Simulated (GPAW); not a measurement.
## GaP: equation of state with optB88-vdW

**Measured values to compare with.**

“Phosphorous dimerization in GaP at high pressure”, 2017, arxiv:1709.06667 reports, for a bulk crystal of GaP: bulk modulus 87.5 ± 0.6 GPa.

Crystal: GaP.

```
Ga P
1.0
     0.00000    2.72525    2.72525
     2.72525    0.00000    2.72525
     2.72525    2.72525    0.00000
Ga P
1 1
Cartesian
  0.0000 0.0000 0.0000
  4.0879 4.0879 4.0879
```

* Program: GPAW 26.7.0
* Task: equation of state
* Functional: optB88-vdW
* Potentials or basis: GPAW PAW data sets (gpaw-data 1.2.1)
* Cutoff: 600 eV
* Basis: pw
* k mesh: 8 × 8 × 8
* Occupations: fermi-dirac, width 0.05 eV
* Spin: no spin polarisation
* Maxiter: 150
* older calculator (legacy_gpaw): yes
* Eos scales: [0.94, 0.96, 0.98, 1.0, 1.02, 1.04, 1.06]

```yaml
Equilibrium_volume: 21.36 Å³/atom
Bulk_modulus: 80 GPa
Pressure_derivative_of_the_bulk_modulus: 4.2
```

Energy against volume, from the lowest point:
```
volume (Å³/atom)  energy (meV/atom)
          19.026              77.71
          19.431              51.16
          19.836              30.77
          20.240              15.94
          20.645               6.21
          21.050               1.05
          21.455               0.00
```

Wall time 78 s on 1 thread of Arm Neoverse V1, with other jobs on the host, peak memory 0.19 GiB.

Measured bulk modulus of GaP: 87.5 GPa (“Phosphorous dimerization in GaP at high pressure”, 2017, arxiv:1709.06667). This calculation gives 80 GPa (-8.2 %). The fit is for a static lattice scaled at fixed shape and fixed fractional positions.

Caveat: the data sets keep Ga 3d, Li 1s and Be 1s frozen, and some such compounds lay over 1.5 % in volume off other programs; the PAW data sets were made with another functional, which shifts forces and pressure a little.
